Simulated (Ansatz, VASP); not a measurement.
**One calculation of ZnO, two programs**

Contents of INCAR:

```
PREC     = Accurate       # precision mode
ENCUT    = 520            # plane-wave cutoff, eV
EDIFF    = 1E-7           # SCF threshold, eV
ISMEAR   = 0              # smearing method
SIGMA    = 0.1            # smearing width, eV
LREAL    = False          # projectors in reciprocal space
LASPH    = True           # aspherical terms in the spheres
NELM     = 80             # most SCF steps
ALGO     = Normal         # electronic algorithm
ISIF     = 2              # what is computed and relaxed
LWAVE    = False          # write WAVECAR
LCHARG   = False          # write CHGCAR
GGA      = PE             # functional
NBANDS   = 26             # bands
```

KPOINTS

```
Automatic mesh
0
Gamma
  6 6 6
```

File POSCAR:

```
ZnO
1.0
   -1.9687419200      1.9687419200      3.4654939800
    1.9687419200     -1.9687419200      3.4654939800
    1.9687419200      1.9687419200     -3.4654939800
Zn O
2 2
Direct
    0.0000000000      0.0000000000      0.0000000000
    0.5000000000      0.5000000000      0.0000000000
    0.2755139100      0.2755139100      0.0000000000
    0.7244860900      0.7244860900      0.0000000000
```

Input for Ansatz:

```yaml
crystal:
  lattice:
    - [-1.96874192, 1.96874192, 3.46549398]
    - [1.96874192, -1.96874192, 3.46549398]
    - [1.96874192, 1.96874192, -3.46549398]
  atoms:
    - { symbol: Zn, position: [0.0, 0.0, 0.0] }
    - { symbol: Zn, position: [0.5, 0.5, 0.0] }
    - { symbol: O, position: [0.27551391, 0.27551391, 0.0] }
    - { symbol: O, position: [0.72448609, 0.72448609, 0.0] }
basis:
  ecutwfc: 420
kpoints:
  mp_grid: { grid: [6, 6, 6] }
hamiltonian:
  xc: pbe
scf:
  occupations: { method: gaussian, width: 0.1 }
  lower_state_search: "off"
output:
  forces: true
  stress: true
  eigenvalues: true
```

Alike in both runs: task single point; functional PBE; k mesh 6 × 6 × 6; occupations gaussian, width 0.1 eV; no spin polarisation.

```csv
,VASP,Ansatz
version,VASP 6.6.1,Ansatz 0.2.0
potentials or method,"VASP PAW PBE potentials, release 64 (Zn, O)","scalar-relativistic, plane waves, PAW"
plane-wave cutoff (eV),520,420
valence electrons in the cell,36,36
```

|  | VASP | Ansatz | Ansatz less VASP |
| --- | --- | --- | --- |
| gap on the k mesh at the Fermi level (eV) | none | none | - |
| pressure (GPa) | 25.5 | 24.0 | -1.45 |
| largest component of the traceless stress (GPa) | 23.18 | 20.11 | -3.074 |
| rms of the force components (eV/Å) | 3.612 | 3.486 | -0.1263 |

Atom by atom the forces differ by 0.126 eV/Å (rms over components). A gap of «none» marks a metal or a gap that the smearing closes.

Caveats: the k mesh is coarse (spacing up to 0.38 Å⁻¹), so the values aren't converged; so large a pressure means that the cell lies far from this level's equilibrium, or that cutoff or potentials fall short (VASP); forces of over 1 eV/Å show positions far from the minimum, so gaps and moduli don't describe the material at rest.
